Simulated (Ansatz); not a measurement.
Runs of Ansatz 0.2.0 on Sb. Symmetry: R-3m, No. 166, trigonal system. The conventional cell has a = 4.308 Å, b = 4.308 Å, c = 11.274 Å, α = 90.00°, β = 90.00°, γ = 120.00°. Sb (site symmetry 3m) has 3 Sb at 2.91 Å as nearest neighbours. 

| task | level | cell | k mesh | cutoff (eV) | smearing | gap on the mesh (eV) | pressure (GPa) | relaxed volume (Å³/atom) | largest force (eV/Å) |
| --- | --- | --- | --- | --- | --- | --- | --- | --- | --- |
| band structure | PBEsol | as given | 8 × 8 × 8 | 230 | fermi-dirac 0.05 eV | - | 0.0 | - | (b) |
| relaxation of cell and atoms | revPBE | relaxed | 8 × 8 × 8 | - | fermi-dirac 0.05 eV | - | 0.0 | (a) | - |
| single point | PBE | as given | 8 × 8 × 8 | 230 | gaussian 0.1 eV | none | 2.7 | - | 0.16 |
| single point | PBE | as given | 8 × 8 × 8 | 230 | gaussian 0.03 eV | none | 2.7 | - | 0.14 |
| relaxation of cell and atoms | PBE | relaxed | 6 × 6 × 6 | - | fermi-dirac 0.05 eV | - | 0.0 | 32.15 | - |

Alike in all rows: potentials or basis all-electron LAPW, scalar-relativistic; no spin polarisation; basis error allowed 0.001 eV/atom.

Fill in the values left out.

(a) 32.97; (b) 0.10.

Caveats: the k mesh is thin for a metal, which can move the energy by tens of meV per atom (some runs).

A k mesh can miss the band edges, and the runs leave out spin-orbit coupling on Sb.

A gap of «none» marks a metal or a gap under the smearing width.

Not every run made on this cell is shown here.
